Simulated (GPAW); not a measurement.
This GPAW 26.7.0 run on SiC (Moissanite) needs a look.

Contents of run.py:

```python
import json
import numpy as np
import spglib
from ase.constraints import FixSymmetry
from ase.filters import FrechetCellFilter
from ase.io import read, write
from ase.optimize import BFGS
from ase.stress import full_3x3_to_voigt_6_stress, voigt_6_to_full_3x3_strain
from gpaw import GPAW, PW, setup_paths
from gpaw.berryphase import polarization_phase

setup_paths.insert(0, '.')

atoms = read('SiC.cif')

calc = GPAW(mode=PW(680),
            xc='PBE-D3',
            kpts={'size': (5, 5, 3), 'gamma': True},
            occupations={'name': 'fermi-dirac', 'width': 0.01},
            nbands=18,
            convergence={'density': 1e-06, 'eigenstates': 1e-09},
            maxiter=80,
            txt='gpaw.txt')
atoms.calc = calc
atoms.set_constraint(FixSymmetry(atoms))
BFGS(FrechetCellFilter(atoms), trajectory='relax.traj', logfile='-').run(fmax=0.005, steps=40)
atoms.set_constraint()
energy = atoms.get_potential_energy()
forces = atoms.get_forces()
stress = atoms.get_stress()
calc.write('gs.gpw')
write('result.traj', atoms)
print('Cell:', atoms.cell.cellpar().round(4))
print(atoms.get_scaled_positions().round(5))

cell = atoms.cell[:].T
dataset = spglib.get_symmetry((atoms.cell[:], atoms.get_scaled_positions(), atoms.numbers), symprec=1e-4)
rotations = [cell @ w @ np.linalg.inv(cell) for w in dataset['rotations']]

def phase(a, name):
    c = GPAW(mode=PW(680),
             xc='PBE-D3',
             kpts={'size': (5, 5, 3), 'gamma': True},
             occupations={'name': 'fermi-dirac', 'width': 0.01},
             nbands=18,
             convergence={'density': 1e-06, 'eigenstates': 1e-09},
             maxiter=80,
             symmetry='off',
             txt=name + '.txt')
    b = a.copy()
    b.calc = c
    b.get_potential_energy()
    c.write('berry.gpw', 'all')
    return polarization_phase(gpw_wfs='berry.gpw')['phase_c']

strains, rows = [], {'clamped': [], 'relaxed': []}
for v in [0, 2, 3]:
    phases = {'clamped': [], 'relaxed': []}
    for e in (-0.005, 0.005):
        voigt = np.zeros(6)
        voigt[v] = e
        F = voigt_6_to_full_3x3_strain(voigt)
        a = atoms.copy()
        a.set_cell(atoms.cell[:] @ F, scale_atoms=True)
        phases['clamped'].append(phase(a, f'clamped-{v}{e:+.3f}'))
        c = GPAW(mode=PW(680),
                 xc='PBE-D3',
                 kpts={'size': (5, 5, 3), 'gamma': True},
                 occupations={'name': 'fermi-dirac', 'width': 0.01},
                 nbands=18,
                 convergence={'density': 1e-06, 'eigenstates': 1e-09},
                 maxiter=80,
                 txt=f'relax-{v}{e:+.3f}.txt')
        a.calc = c
        BFGS(a, logfile=None).run(fmax=0.002, steps=30)
        phases['relaxed'].append(phase(a, f'relaxed-{v}{e:+.3f}'))
    for key, (lo, hi) in phases.items():
        dphi = (hi - lo + np.pi) % (2 * np.pi) - np.pi
        dP = dphi @ atoms.cell[:] / (2 * np.pi * atoms.get_volume()) * 16.021766  # C/m^2
        print(v, key, (dP / (2 * 0.005)).round(4), flush=True)
        rows[key] += [R @ dP for R in rotations]
    strains += [full_3x3_to_voigt_6_stress(R @ (2 * (F - np.eye(3))) @ R.T) * [1, 1, 1, 2, 2, 2] for R in rotations]

result = {key: np.linalg.lstsq(np.array(strains), np.array(P), rcond=None)[0].T for key, P in rows.items()}
for key, e_iv in result.items():
    print(f'Piezoelectric tensor, {key} ions (C/m^2):')
    print(e_iv.round(3))
json.dump({key: e_iv.tolist() for key, e_iv in result.items()}, open('piezo.json', 'w'))
```

SiC.cif

```cif
data_SiC
_cell_length_a 3.07600000
_cell_length_b 3.07600000
_cell_length_c 5.04800000
_cell_angle_alpha 90.00000000
_cell_angle_beta 90.00000000
_cell_angle_gamma 120.00000000
_space_group_name_H-M_alt 'P6_3mc'
_space_group_name_Hall 'P 6c -2c'
_space_group_IT_number 186
loop_
_space_group_symop_operation_xyz
'x,y,z'
'x-y,x,z+1/2'
'-y,x-y,z'
'-x,-y,z+1/2'
'-x+y,-x,z'
'y,-x+y,z+1/2'
'y,x,z+1/2'
'x,x-y,z'
'x-y,-y,z+1/2'
'-y,-x,z'
'-x,-x+y,z+1/2'
'-x+y,y,z'
loop_
_atom_site_label
_atom_site_type_symbol
_atom_site_symmetry_multiplicity
_atom_site_Wyckoff_symbol
_atom_site_fract_x
_atom_site_fract_y
_atom_site_fract_z
_atom_site_occupancy
Si1 Si 2 b 0.6666666667 0.3333333333 0.5000000000 1
C1 C 2 b 0.6666666667 0.3333333333 0.8850000000 1
```

Potentials or basis: PAW data sets generated in the run's folder for this functional, pw.

Launch:

```sh
$ gpaw-setup -f PBEsol C Si
$ OMP_NUM_THREADS=1 python run.py
```

gpaw.txt:

```text
__  _  _
 | _ |_)|_||  |
 |__||  | ||/\| - 26.7.0

Input parameters:
  mode=PW(ecut=680.0),
  convergence={'density': 1e-06, 'eigenstates': 1e-09},
  kpts=MonkhorstPack(size=(5, 5, 3), gamma=True),
  maxiter=80,
  nbands=18,
  occupations=Occupations(name='fermi-dirac', width=0.01),
  xc=XC(name='PBE-D3')
```

On the terminal:

```text
Traceback (most recent call last):
[... 27 lines left out ...]
  File "xc/libxc.py", line 41, in __init__
  File "xc/libxc.py", line 64, in initialize
NameError: Unknown functional: PBE-D3.
```

How did it end, and where is the flaw?

The program refused the input. The input holds a flaw that was put in on purpose: functional name that the code doesn't know (xc = PBE-D3).
